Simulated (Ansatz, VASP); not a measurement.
**PtS2: VASP beside Ansatz**

```
Pt S
1.0
     3.54320    0.00000    0.00000
    -1.77160    3.06850    0.00000
     0.00000    0.00000    5.03880
Pt S
1 2
Direct
  0.00000 0.00000 0.00000
  0.66667 0.33333 0.77300
  0.33333 0.66667 0.22700
```

Alike in both runs: task single point; functional PBE; k mesh 9 × 9 × 5; occupations gaussian, width 0.028 eV; no spin polarisation.

|  | VASP | Ansatz |
| --- | --- | --- |
| version | VASP 6.6.1 | Ansatz 0.2.0 |
| potentials or method | VASP PAW PBE potentials, release 64 (Pt, S) | Ansatz PAW |
| plane-wave cutoff (eV) | 520 | 420 |
| valence electrons in the cell | 22 | 30 |

Ansatz gave:

```
gap on the k mesh at the Fermi level (eV)       : 1.02
least direct gap on the mesh (eV)               : 1.07
pressure (GPa)                                  : 11.6
largest component of the traceless stress (GPa) : 1.17
rms of the force components (eV/Å)              : 0.592
```

Question: Estimate VASP's values.

Answer: gap on the k mesh at the Fermi level (eV): 1.03; least direct gap on the mesh (eV): 1.08; pressure (GPa): 11.1; largest component of the traceless stress (GPa): 0.99; rms of the force components (eV/Å): 0.572.

Atom by atom the forces differ by 0.021 eV/Å (rms over components). The functional is the same, so the differences come from potentials, cutoffs and numerics. The two sets of potentials don't hold the same shells in valence.

Caveats: spin-orbit coupling is left out, which moves the levels of the heavy elements; forces of over 1 eV/Å show positions far from the minimum, so gaps and moduli don't describe the material at rest; an odd mesh through Γ misses points on the zone boundary, where band edges often lie (VASP); odd divisions of the mesh miss points on the zone boundary, where band edges often lie, so the gap on the mesh can be too wide (Ansatz). Expect the measured gap to be larger: semilocal functionals such as PBE lack the derivative discontinuity.
